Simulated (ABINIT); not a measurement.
Si2Ni:

```
CELL_PARAMETERS angstrom
0.00000 2.70300 2.70300
2.70300 0.00000 2.70300
2.70300 2.70300 0.00000
ATOMIC_POSITIONS crystal
Ni 0.00000 0.00000 0.00000
Si 0.75000 0.75000 0.75000
Si 0.25000 0.25000 0.25000
```

Base run:

* Program: ABINIT 10.8.3 (patched build)
* Functional: PBEsol
* Potentials or basis: JTH PAW PBE v2.0
* Cutoff: 1116 eV
* k mesh: 9 × 9 × 9
* Occupations: fermi-dirac, width 0.05 eV
* Spin: collinear spin, ferromagnetic start
* Starting moments: [1.0, 0.0, 0.0] μB

Its results: band gap on the k mesh none (metal or under the smearing width); pressure -0.6 GPa; net moment 0.00 μB per cell.

**Question.** The run is repeated on the same cell with these changes: k mesh from 9 × 9 × 9 to 8 × 8 × 8. What comes out?

**Answer.** Band gap on the k mesh none (metal or under the smearing width); pressure -1.3 GPa; net moment 0.00 μB per cell.

Caveats: small starting moments can end in a higher magnetic state in this program; the PAW data sets were made with another functional, which shifts forces and pressure a little.

Not every run made on this cell is shown here.
